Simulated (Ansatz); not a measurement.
This HfSi₃O₈ structure is the end of a relaxation. The cell was found from a structure generator's guess, not taken from experiment.

The calculation used Ansatz, DFT PBE, scalar-relativistic, plane waves, PAW. Cutoff 420 eV, Γ-centred mesh, Gaussian smearing, no spin polarisation.

```
CELL_PARAMETERS angstrom
3.33640 0.00000 0.00000
0.00000 3.33640 0.00000
0.00000 0.00000 9.54139
ATOMIC_POSITIONS crystal
Hf 0.00000 0.00000 0.00000
Si 0.50000 0.50000 0.25909
Si 0.00000 0.00000 0.50000
Si 0.50000 0.50000 0.74091
O 0.00000 0.50000 0.14048
O 0.50000 0.00000 0.37940
O 0.00000 0.50000 0.62060
O 0.50000 0.00000 0.85952
O 0.00000 0.50000 0.37940
O 0.50000 0.00000 0.62060
O 0.00000 0.50000 0.85952
O 0.50000 0.00000 0.14048
```

Formation energies are uncorrected and refer to the elements' standard structures at the same level (O₂ as a molecule).

**Question.** Find its symmetry and describe it.

**Answer.** P4/mmm (No. 123), with Hf and Si ordered on fluorite sites. Conventional cell: a = 3.336 Å, c = 9.541 Å. Around Hf lie 8 O at 2.14 Å; Si on a site of symmetry 4mm has 8 O at 2.02 Å; around Si on a site of symmetry 4/mmm lie 8 O at 2.03 Å; around O on its first site lie 2 Si at 2.02 Å, 2 Hf at 2.14 Å and 5 O at 2.28–2.36 Å; 1 more site not described.

**Question.** What is its formation energy per atom?

**Answer.** −1.857 eV/atom.

**Question.** Is it a metal?

**Answer.** No, the gap on the 10×10×4 mesh is 0.35 eV.

The last run used a 10×10×4 mesh (in the run's order of axes) for its 12-atom cell and Gaussian smearing of 0.02 eV. Spin–orbit coupling, which can matter for Hf, is left out. Kohn–Sham gaps at this level usually fall short of measured ones. Small gaps are read on the mesh alone, and bands can cross between its points. A structure relaxed within its symmetry needn't be a true minimum. Another cell of HfSi3O8 relaxed alike, in P1, lies 1.02 eV/atom lower, so this cell isn't the stable form at this level.
